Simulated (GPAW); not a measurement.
A run of GPAW 26.7.0 is set up as follows.

Contents of run.py:

```python
from ase import Atoms
from ase.dft.bandgap import bandgap
from ase.io import write
from ase.units import GPa
from gpaw import GPAW, PW

atoms = Atoms(['Mo', 'S', 'S'],
              cell=[[1.58, 0.9122134253, 6.15],
                    [-1.58, 0.9122134253, 6.15],
                    [0.0, -1.8244268506, 6.15]],
              scaled_positions=[[0.0, 0.0, 0.0],
                                [0.417, 0.417, 0.417],
                                [0.25, 0.25, 0.25]],
              pbc=True)

calc = GPAW(mode=PW(450),
            xc='PBE',
            kpts={'size': (8, 8, 8), 'gamma': True},
            occupations={'name': 'fermi-dirac', 'width': 0.05},
            nbands=25,
            maxiter=120,
            txt='gpaw.txt')
atoms.calc = calc
energy = atoms.get_potential_energy()
forces = atoms.get_forces()
stress = atoms.get_stress()
calc.write('gs.gpw')
write('result.traj', atoms)
print(f'Energy: {energy:.6f} eV')
print('Forces (eV/A):')
print(forces.round(4))
print('Stress (GPa):', (stress / GPa).round(3))
print('Fermi level:', round(calc.get_fermi_level(), 4), 'eV')
print(f'Gap: {bandgap(calc)[0]:.4f} eV, direct: {bandgap(calc, direct=True)[0]:.4f} eV')
```

Potentials or basis: GPAW PAW data sets (gpaw-data 1.2.1), pw.

The run is started by

```console
$ OMP_NUM_THREADS=1 python run.py
```

(1) What does it give for the largest force?

(2) Predict the pressure.

(3) Predict the band gap on the k mesh.

Results:

(1) 0.529 eV/Å.

(2) 5.1 GPa.

(3) 1.02 eV, indirect (least direct gap 2.00 eV).

Caveat: the cutoff is short for stress and forces, so pressures can be off by a GPa or more; the program warned that so skewed a cell can give wrong results.
